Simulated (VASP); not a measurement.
Input of a VASP 6.6.1 run:

Contents of INCAR:

```
  ADDGRID = F
  ALGO = Normal
  EDIFF = 1E-8
  ENCUT = 900
  ISIF = 2
  ISMEAR = 0
  LASPH = T
  LCHARG = F
  LMIXTAU = T
  LREAL = F
  LWAVE = F
  METAGGA = R2SCAN
  NELM = 100
  PREC = Accurate
  SIGMA = 0.05
```

The input KPOINTS:

```
k-points
0
Gamma
  10 10 10
```

File POSCAR:

```
WS2
1.0
    1.5790000000      0.9116360751      6.1633333333
   -1.5790000000      0.9116360751      6.1633333333
    0.0000000000     -1.8232721501      6.1633333333
W S
1 2
Direct
    0.0000000000      0.0000000000      0.0000000000
    0.5810000000      0.5810000000      0.5810000000
    0.7503000000      0.7503000000      0.7503000000
```

Potentials or basis: VASP PAW PBE potentials, release 64 (W_sv, S).

Launch:

```sh
$ cat potpaw_PBE.64/W_sv/POTCAR potpaw_PBE.64/S/POTCAR > POTCAR
$ mpirun -np 1 vasp_std > vasp.out
```

**Question.** Predict the band gap on the k mesh.

**Answer.** 1.19 eV, indirect (least direct gap 2.37 eV).

**Question.** Estimate the pressure.

**Answer.** 2.8 GPa.

**Question.** What does it give for the largest force?

**Answer.** 0.621 eV/Å.

Stress tensor (GPa, compression positive):
```
3.22 0.00 0.00
0.00 3.22 0.00
0.00 0.00 2.01
```

Caveat: the PAW data sets were made with another functional, which shifts forces and pressure a little; spin-orbit coupling is left out, which moves the levels of the heavy elements. r2SCAN opens gaps a little over a GGA but as a rule still falls short of measured ones.
